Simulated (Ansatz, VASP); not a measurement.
**Two plane-wave programs on In**

```
In
1.0
     3.09740    0.00000    0.00000
     0.00000    3.09740    0.00000
     0.00000    0.00000    3.09740
In
1
Direct
  0.00000 0.00000 0.00000
```

Alike in both runs: task relaxation of cell and atoms; functional PBE; k mesh 13 × 13 × 13; occupations fermi-dirac, width 0.05 eV; no spin polarisation.

|  | VASP | Ansatz |
| --- | --- | --- |
| version | VASP 6.6.1 | Ansatz 0.2.0 |
| potentials or method | VASP PAW PBE potentials, release 64 (In_d) | PAW with Ansatz's default frozen-core files, scalar-relativistic |
| plane-wave cutoff (eV) | 600 | 420 |
| valence electrons in the cell | 13 | 13 |

```tsv
	VASP	Ansatz	Ansatz less VASP
relaxed volume (Å³/atom)	29.64	29.64	-0.006
relaxed cell length with the largest relative difference (Å)	3.095	3.095	-0.0002
```
